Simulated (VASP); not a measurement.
# AgCl (Fm-3m) in VASP: further runs

Aim: see how the results for AgCl move with the level of theory and the settings. Levels: r2SCAN, LDA, PBE. Tasks: single point, relaxation of cell and atoms.

Everything below comes from runs of VASP 6.6.1. Logs are shortened: lines on timing, memory, paths and dates and some standing lists are left out, and cuts for length are marked.

**Measured values to compare with.**

A printed reference work, data compilation reports, for a bulk crystal of AgCl: band gap 3.249 eV (indirect).

The results are compared with them further down.

### Step 1. The cell of the first run

Symmetry: Fm-3m, No. 225, cubic system. The conventional cell has a = 5.546 Å, b = 5.546 Å, c = 5.546 Å, α = 90.00°, β = 90.00°, γ = 90.00°. Within 3.7 Å of Ag (site symmetry m-3m) lie 6 Cl at 2.77 Å. Within 3.7 Å of Cl (site symmetry m-3m) lie 6 Ag at 2.77 Å.

### Step 2. Single point, r2SCAN

Contents of POSCAR:

```
AgCl
1.0
    0.0000000000      2.7731725676      2.7731725676
    2.7731725676      0.0000000000      2.7731725676
    2.7731725676      2.7731725676      0.0000000000
Ag Cl
1 1
Direct
    0.0000000000      0.0000000000      0.0000000000
    0.5000000000      0.5000000000      0.5000000000
```

Contents of INCAR.step1:

```
PREC     = Accurate       # precision mode
ENCUT    = 520            # plane-wave cutoff, eV
ISMEAR   = 0              # smearing method
SIGMA    = 0.01           # smearing width, eV
LREAL    = False          # projectors in reciprocal space
LASPH    = True           # aspherical terms in the spheres
NELM     = 100            # most SCF steps
NBANDS   = 16             # bands
GGA      = PE             # functional
ALGO     = Normal         # electronic algorithm
EDIFF    = 1E-4           # SCF threshold, eV
LWAVE    = True           # write WAVECAR
LCHARG   = False          # write CHGCAR
```

Contents of INCAR.step2:

```
PREC     = Accurate       # precision mode
ENCUT    = 520            # plane-wave cutoff, eV
EDIFF    = 1E-6           # SCF threshold, eV
ISMEAR   = 0              # smearing method
SIGMA    = 0.01           # smearing width, eV
LREAL    = False          # projectors in reciprocal space
LASPH    = True           # aspherical terms in the spheres
NELM     = 100            # most SCF steps
ALGO     = Normal         # electronic algorithm
ISIF     = 2              # what is computed and relaxed
LWAVE    = False          # write WAVECAR
LCHARG   = False          # write CHGCAR
METAGGA  = R2SCAN         # meta-GGA
LMIXTAU  = True         
NBANDS   = 16             # bands
ISTART   = 1
```

Contents of KPOINTS:

```
Automatic mesh
0
Gamma
  8 8 8
```

Potentials or basis: VASP PAW PBE potentials, release 64 (Ag, Cl).

Run with:

```bash
$ cat potpaw_PBE.64/Ag/POTCAR potpaw_PBE.64/Cl/POTCAR > POTCAR
$ cp INCAR.step1 INCAR
$ mpirun -np 1 vasp_std > vasp.out
$ cp INCAR.step2 INCAR
$ mpirun -np 1 vasp_std > vasp.out
```

OUTCAR:

```text
PREC = Accurate
   ENCUT = 520
   EDIFF = 1E-6
   ISMEAR = 0
   LREAL = False
   LASPH = True
   NELM = 100
   ISIF = 2
   METAGGA = R2SCAN
   ISTART = 1

 ion  position               nearest neighbor table
   1  0.000  0.000  0.000-   2 2.77   2 2.77   2 2.77   2 2.77   2 2.77   2 2.77
   2  0.500  0.500  0.500-   1 2.77   1 2.77   1 2.77   1 2.77   1 2.77   1 2.77

  LATTYP: Found a face centered cubic cell.
 ALAT       =     5.5463451352

  Lattice vectors:

 A1 = (   0.0000000000,   2.7731725676,   2.7731725676)
 A2 = (   2.7731725676,   0.0000000000,   2.7731725676)
 A3 = (   2.7731725676,   2.7731725676,   0.0000000000)

Analysis of symmetry for initial positions (statically):
=====================================================================
 Subroutine PRICEL returns:
 Original cell was already a primitive cell.

 Routine SETGRP: Setting up the symmetry group for a
 face centered cubic supercell.

 Subroutine GETGRP returns: Found 48 space group operations
 (whereof 48 operations were pure point group operations)
 out of a pool of 48 trial point group operations.

The static configuration has the point symmetry O_h .

Analysis of symmetry for dynamics (positions and initial velocities):
=====================================================================
 Subroutine PRICEL returns:
 Original cell was already a primitive cell.

 Routine SETGRP: Setting up the symmetry group for a
 face centered cubic supercell.

 Subroutine GETGRP returns: Found 48 space group operations
 (whereof 48 operations were pure point group operations)
 out of a pool of 48 trial point group operations.

The dynamic configuration has the point symmetry O_h .

 Subroutine INISYM returns: Found 48 space group operations
 (whereof 48 operations are pure point group operations),
 and found     1 'primitive' translations

----------------------------------------------------------------------------------------

                                     Primitive cell

  volume of cell :      42.6541

  direct lattice vectors                    reciprocal lattice vectors
     0.000000000  2.773172568  2.773172568    -0.180298913  0.180298913  0.180298913
     2.773172568  0.000000000  2.773172568     0.180298913 -0.180298913  0.180298913
     2.773172568  2.773172568  0.000000000     0.180298913  0.180298913 -0.180298913

  length of vectors
     3.921858256  3.921858256  3.921858256     0.312286878  0.312286878  0.312286878

  position of ions in fractional coordinates (direct lattice)
     0.000000000  0.000000000  0.000000000
     0.500000000  0.500000000  0.500000000

  ion indices of the primitive-cell ions
   primitive index   ion index
                 1           1
                 2           2

----------------------------------------------------------------------------------------

 KPOINTS: Automatic mesh

Automatic generation of k-mesh.
 Grid dimensions read from file:
 generate k-points for:    8    8    8

 Generating k-lattice:

  Cartesian coordinates                     Fractional coordinates (reciprocal lattice)
    -0.022537364  0.022537364  0.022537364     0.125000000  0.000000000  0.000000000
     0.022537364 -0.022537364  0.022537364     0.000000000  0.125000000  0.000000000
     0.022537364  0.022537364 -0.022537364     0.000000000  0.000000000  0.125000000

  Length of vectors
     0.039035860  0.039035860  0.039035860

  Shift w.r.t. Gamma in fractional coordinates (k-lattice)
     0.000000000  0.000000000  0.000000000

 Subroutine IBZKPT returns following result:
 ===========================================

 Found     29 irreducible k-points:

 Following reciprocal coordinates:
            Coordinates               Weight
  0.000000  0.000000  0.000000      1.000000
  0.125000  0.000000  0.000000      8.000000
  0.250000  0.000000  0.000000      8.000000
  0.375000  0.000000  0.000000      8.000000
  0.500000  0.000000  0.000000      4.000000
  0.125000  0.125000  0.000000      6.000000
[... 16 lines left out ...]
  0.500000  0.250000  0.125000     48.000000
 -0.375000  0.250000  0.125000     24.000000
 [... further k-points ...]
   k-points           NKPTS =     29   k-points in BZ     NKDIM =     29   number of bands    NBANDS=     16
   number of dos      NEDOS =    301   number of ions     NIONS =      2
   total plane-waves  NPLWV =  27000
   dimension x,y,z NGX =    30 NGY =   30 NGZ =   30
   dimension x,y,z NGXF=    60 NGYF=   60 NGZF=   60
   ions per type =               1   1
   NGX,Y,Z   is equivalent  to a cutoff of  12.72, 12.72, 12.72 a.u.
   NGXF,Y,Z  is equivalent  to a cutoff of  25.43, 25.43, 25.43 a.u.
 SYSTEM =  unknown system
   PREC   = accura    normal or accurate (medium, high low for compatibility)
   ISTART =      1    job   : 0-new  1-cont  2-samecut
   ICHARG =      0    charge: 1-file 2-atom 10-const
   ISPIN  =      1    spin polarized calculation?
   LNONCOLLINEAR =      F non collinear calculations
   LSORBIT =      F    spin-orbit coupling
   LASPH  =      T    aspherical Exc in radial PAW
   ENCUT  =  520.0 eV  38.22 Ry    6.18 a.u.   7.29  7.29  7.29*2*pi/ulx,y,z
   NELM   =    100;   NELMIN=  2; NELMDL=  0     # of ELM steps
   EDIFF  = 0.1E-05   stopping-criterion for ELM
   LREAL  =      F    real-space projection
   EDIFFG = 0.1E-04   stopping-criterion for IOM
   NSW    =      0    number of steps for IOM
   IBRION =     -1    ionic relax: 0-MD 1-quasi-New 2-CG
   NFREE  =      0    steps in history (QN), initial steepest desc. (CG)
   ISIF   =      2    stress and relaxation
   ISYM   =      2    0-nonsym 1-usesym 2-fastsym
   POTIM  = 0.5000    time-step for ionic-motion
   TEBEG  =    0.0;   TEEND  =   0.0 temperature during run
   PSTRESS=    0.0 pullay stress
   NELECT =      18.0000    total number of electrons
   NUPDOWN=      -1.0000    fix difference up-down
   EMIN   =  10.00;   EMAX   =-10.00  energy-range for DOS
   EFERMI =   0.00;   METHOD = LEGACY
   ISMEAR =     0;   SIGMA  =   0.01  broadening in eV -4-tet -1-fermi 0-gaus
   EFERMI_NEDOS =   21; number of points for ismear=-14 and -15
   IALGO  =     38    algorithm
   IMIX   =      4    mixing-type and parameters
     AMIX     =   0.40;   BMIX     =  1.00
     AMIX_MAG =   1.60;   BMIX_MAG =  1.00
  volume/ion in A,a.u.               =      21.33       143.92
  Fermi-wavevector in a.u.,A,eV,Ry     =   1.227945  2.320479 20.515517  1.507848
  Thomas-Fermi vector in A             =   2.362889
   LORBIT       =      0    0 simple, 1 ext, 2 COOP (PROOUT), +10 PAW based schemes
   METAGGA = R2SCAN    functional components
   LHFCALC =     F    Hartree Fock is set to
   AEXX    =    0.0000 exact exchange contribution
   IVDW    =     0    specifies the selected vdW correction
   LEPSILON=     F    determine dielectric tensor
   LRPA    =     F    only Hartree local field effects (RPA)
 non-spin polarized calculation
 Gauss-broadening in eV      SIGMA  =   0.01
  energy-cutoff  :      520.00
  volume of cell :       42.65
 maximum number of plane-waves:      1174
 NGX is ok and might be reduce to    30
   NGX = 15   NGY = 15   NGZ = 15

 number of electron      18.0000005 magnetization

 Free energy of the ion-electron system (eV)
  ---------------------------------------------------
  ext. energy  EPLUGINS =         0.00000000
  ---------------------------------------------------
  free energy    TOTEN  =       -28.64321824 eV

  energy without entropy =      -28.64321824  energy(sigma->0) =      -28.64321824

 E-fermi :   3.6658     XC(G=0): -10.5079

 val. band max:        3.5364284715   @ k =   0.5000   0.0000   0.0000
 cond. band min:       4.9590786935   @ k =   0.0000   0.0000   0.0000
 fundamental gap:      1.4226502220
 Fermi energy:         3.6658335212

 k-point     1 :       0.0000    0.0000    0.0000
  band No.  band energies     occupation
      1     -12.2767      2.00000
      2       1.0917      2.00000
      3       1.0917      2.00000
      4       1.0917      2.00000
      5       1.1044      2.00000
      6       1.1044      2.00000
[... 8 lines left out ...]
     15      17.7496      0.00000
     16      17.7496      0.00000

 k-point     2 :       0.1250    0.0000    0.0000
  band No.  band energies     occupation
      1     -12.2172      2.00000
      2       0.3113      2.00000
      3       0.3693      2.00000
      4       0.3693      2.00000
      5       1.1590      2.00000
      6       1.1590      2.00000
[... 8 lines left out ...]
     15      16.2481      0.00000
     16      16.8914      0.00000

 k-point     3 :       0.2500    0.0000    0.0000
  band No.  band energies     occupation
      1     -12.0677      2.00000
      2      -0.7216      2.00000
      3      -0.2241      2.00000
      4      -0.2241      2.00000
      5       1.2828      2.00000
      6       1.2828      2.00000
[... 8 lines left out ...]
     15      16.4149      0.00000
     16      16.7436      0.00000

 k-point     4 :       0.3750    0.0000    0.0000
  band No.  band energies     occupation
      1     -11.9093      2.00000
      2      -1.5075      2.00000
      3      -0.6023      2.00000
      4      -0.6023      2.00000
      5       1.4112      2.00000
      6       1.4112      2.00000
[... 8 lines left out ...]
     15      17.3103      0.00000
     16      17.3103      0.00000
[... 324 lines left out ...]
 k-point    22 :       0.3750    0.2500    0.1250
  band No.  band energies     occupation
      1     -11.9768      2.00000
      2      -1.1205      2.00000
      3      -0.3109      2.00000
      4       0.0675      2.00000
      5       1.1913      2.00000
      6       1.4036      2.00000
[... 8 lines left out ...]
     15      18.3569      0.00000
     16      19.7027      0.00000

 k-point    23 :       0.5000    0.2500    0.1250
  band No.  band energies     occupation
      1     -11.8638      2.00000
      2      -1.3255      2.00000
      3      -0.6136      2.00000
      4      -0.3475      2.00000
      5       1.3135      2.00000
      6       1.4762      2.00000
[... 8 lines left out ...]
     15      18.6137      0.00000
     16      19.4500      0.00000

 k-point    24 :      -0.3750    0.2500    0.1250
  band No.  band energies     occupation
      1     -11.8158      2.00000
      2      -1.3834      2.00000
      3      -0.6617      2.00000
      4      -0.6174      2.00000
      5       1.4027      2.00000
      6       1.4676      2.00000
[... 8 lines left out ...]
     15      17.7551      0.00000
     16      19.2260      0.00000

 [... further k-points ...]
[... 5 lines left out ...]
  --------------------------------------------------------------------------------------
  -------------------------------------------------------------------------------------
  Total       -0.0297701     -0.0297701     -0.0297701      0.0000000      0.0000000      0.0000000
  in kB       -1.1182282     -1.1182282     -1.1182282      0.0000000      0.0000000      0.0000000
  external PRESSURE =      -1.1182282 kB  Pullay stress =       0.0000000 kB

 VOLUME and BASIS-vectors are now :
 -----------------------------------------------------------------------------
  energy-cutoff  :      520.00
  volume of cell :       42.65
      direct lattice vectors                 reciprocal lattice vectors
     0.000000000  2.773172568  2.773172568    -0.180298913  0.180298913  0.180298913
     2.773172568  0.000000000  2.773172568     0.180298913 -0.180298913  0.180298913
     2.773172568  2.773172568  0.000000000     0.180298913  0.180298913 -0.180298913

 POSITION                                       TOTAL-FORCE (eV/Angst)
 -----------------------------------------------------------------------------------
      0.00000      0.00000      0.00000         0.000000      0.000000      0.000000
      2.77317      2.77317      2.77317         0.000000      0.000000      0.000000
 -----------------------------------------------------------------------------------
    total drift:                               -0.000000      0.000000      0.000000

  FREE ENERGIE OF THE ION-ELECTRON SYSTEM (eV)
  ---------------------------------------------------
  free  energy   TOTEN  =       -28.6432182376 eV

  energy  without entropy=      -28.6432182376  energy(sigma->0) =      -28.64321824
```

Run time: 54 s. Hardware: 1 thread of Intel Xeon Platinum 8559C (Emerald Rapids), shared host; peak memory 0.18 GiB.

Results:

```yaml
Free_energy: -28.6432 eV
Pressure: -0.1 GPa
Band_gap_on_the_k_mesh: 1.42 eV (least direct gap 3.70 eV)
```

Levels at points of the mesh, in eV from the valence-band top:
```
           k point  band 7  band 8  band 9  band 10  band 11  band 12
(0.00, 0.00, 0.00)   -2.43   -2.38   -2.38     1.42    11.34    11.34
(0.50, 0.00, 0.00)   -1.75    0.00    0.00     4.71     7.16     8.27
(0.50, 0.50, 0.00)   -1.95   -1.95   -1.84     2.93     8.35     9.24
```

Caveat: the PAW data sets were made with another functional, which shifts forces and pressure a little.

### Step 3. Relaxation of cell and atoms, LDA

This run uses another cell than the first one, of 22.08 Å³/atom.

Contents of INCAR:

```
ALGO = Normal
EDIFF = 1E-7
EDIFFG = -0.005
ENCUT = 600
IBRION = 2
ISIF = 3
ISMEAR = -1
LASPH = True
LCHARG = False
LREAL = False
LWAVE = False
NELM = 80
NSW = 80
PREC = Accurate
SIGMA = 0.02
```

Contents of KPOINTS:

```
k-points
0
Gamma
  8 8 8
```

Contents of POSCAR:

```
AgCl
1.0
    0.0000000000      2.8053419179      2.8053419179
    2.8053419179      0.0000000000      2.8053419179
    2.8053419179      2.8053419179      0.0000000000
Ag Cl
1 1
Direct
    0.0000000000      0.0000000000      0.0000000000
    0.5000000000      0.5000000000      0.5000000000
```

Potentials or basis: VASP PAW LDA potentials, release 64 (Ag, Cl).

Run with:

```bash
$ cat potpaw_LDA.64/Ag/POTCAR potpaw_LDA.64/Cl/POTCAR > POTCAR
$ mpirun -np 1 vasp_std > vasp.out
```

It took 17 s on 1 thread of Intel Xeon Platinum 8559C (Emerald Rapids), shared host; peak memory 0.17 GiB.

Results (log left out):

```
Free energy                           : -6.7939 eV
Relaxed volume                        : 19.21 Å³/atom
Relaxed cell                          : a = 3.788 Å, b = 3.788 Å, c = 3.788 Å, α = 60.00°, β = 60.00°, γ = 60.00°
Space group after relaxing (to 0.1 Å) : Fm-3m (No. 225)
Energy gained by relaxing             : 69.7 meV/atom
Ionic steps                           : 3
Pressure after relaxing               : 0.0 GPa
Band gap on the k mesh                : 0.65 eV (least direct gap 3.36 eV)
```

The path:
```tsv
step	energy change (eV)	largest force (eV/Å)	pressure (GPa)	volume (Å³)
1	0.0000	0.0000	-6.73	44.16
2	-0.1394	0.0000	-0.11	38.49
3	-0.1394	0.0000	-0.02	38.43
```

Final structure:
```
CELL_PARAMETERS angstrom
0.00000 2.67834 2.67834
2.67834 0.00000 2.67834
2.67834 2.67834 0.00000
ATOMIC_POSITIONS crystal
Ag 0.00000 0.00000 0.00000
Cl 0.50000 0.50000 0.50000
```

Levels at points of the mesh, in eV from the valence-band top:
```tsv
k point	band 5	band 6	band 7	band 8	band 9	band 10	band 11	band 12	band 13
(0.00, 0.00, 0.00)	-2.95	-2.95	-2.75	-2.75	-2.75	0.65	10.71	10.71	10.71
(0.50, 0.00, 0.00)	-2.51	-2.51	-2.13	0.00	0.00	3.67	6.95	7.24	7.24
(0.50, 0.50, 0.00)	-3.45	-2.71	-2.35	-2.35	-2.18	1.94	7.72	8.75	11.78
```

Caveat: semilocal functionals underestimate gaps, and a narrow one can read as zero. LDA usually gives volumes a few per cent too small.

### Step 4. Single point, PBE, non-collinear spin, zero start, spin-orbit coupling

Contents of INCAR:

```
PREC = Accurate ; ENCUT = 520
EDIFF = 1E-6 ; ISMEAR = -1
SIGMA = 0.02 ; LREAL = F
LASPH = T ; NELM = 150
ALGO = Normal ; ISIF = 2
LWAVE = F ; LCHARG = T
MAGMOM = 0 0 0 0 0 0 ; LORBIT = 11
LSORBIT = T ; GGA_COMPAT = F
LORBMOM = T ; LMAXMIX = 4
GGA = PE ; LVHAR = T
NBANDS = 30
```

Contents of KPOINTS:

```
regular mesh
0
Gamma
  8 8 8
```

Contents of POSCAR:

```
AgCl
1.0
    0.0000000000      2.7731725676      2.7731725676
    2.7731725676      0.0000000000      2.7731725676
    2.7731725676      2.7731725676      0.0000000000
Ag Cl
1 1
Direct
    0.0000000000      0.0000000000      0.0000000000
    0.5000000000      0.5000000000      0.5000000000
```

Potentials or basis: VASP PAW PBE potentials, release 64 (Ag, Cl).

Run with:

```bash
$ cat potpaw_PBE.64/Ag/POTCAR potpaw_PBE.64/Cl/POTCAR > POTCAR
$ mpirun -np 1 vasp_ncl > vasp.out
```

Run time: 55 s. Hardware: 1 thread of Intel Xeon Platinum 8559C (Emerald Rapids), shared host; peak memory 0.3 GiB.

The run converged. Its results:

- Free energy: -5.4149 eV
- Pressure: 1.4 GPa
- Net moment: 0.00 μB per cell
- Valence electrons inside the program's atomic spheres: Ag 9.71; Cl 5.08

Moments on the atoms (μB; x, y, z):
```
Ag  0.00 0.00 0.00
Cl  0.00 0.00 0.00
```

### Step 5. Overview

| task | level | potentials or basis | spin | cell | cutoff (eV) | smearing | gap on the mesh (eV) | pressure (GPa) |
| --- | --- | --- | --- | --- | --- | --- | --- | --- |
| single point | r2SCAN | VASP PAW PBE potentials, release 64 (Ag, Cl) | off | a = 3.922 Å, angles 60.0°, 2 atoms | 520 | gaussian 0.01 eV | 1.42 | -0.1 |
| relaxation of cell and atoms | LDA | VASP PAW LDA potentials, release 64 (Ag, Cl) | off | relaxed from a = 3.967 Å, angles 60.0°, 2 atoms | 600 | fermi-dirac 0.02 eV | 0.65 | 0.0 |
| single point | PBE | VASP PAW PBE potentials, release 64 (Ag, Cl) | non-collinear, zero start, SOC | a = 3.922 Å, angles 60.0°, 2 atoms | 520 | fermi-dirac 0.02 eV | - | 1.4 |

Alike in all rows: k mesh 8 × 8 × 8.

Caveats: the PAW data sets were made with another functional, which shifts forces and pressure a little (at least some runs); semilocal functionals underestimate gaps, and a narrow one can read as zero (at least some runs).

Total energies depend on the potentials used, so only differences within one code and one set of settings carry meaning.

### Step 6. Comparison with measurements

Step 2. A measured gap of AgCl is 3.249 eV (indirect; a printed reference work, data compilation); the calculated 1.42 eV misses it by -1.83 eV. So large a miss can be the level of theory's own, or it may mean another phase, state or a wrong row. Spin-orbit coupling on Ag is left out. The value is that of r2SCAN on a finite k mesh, which can miss the band edges, without temperature or zero-point motion.
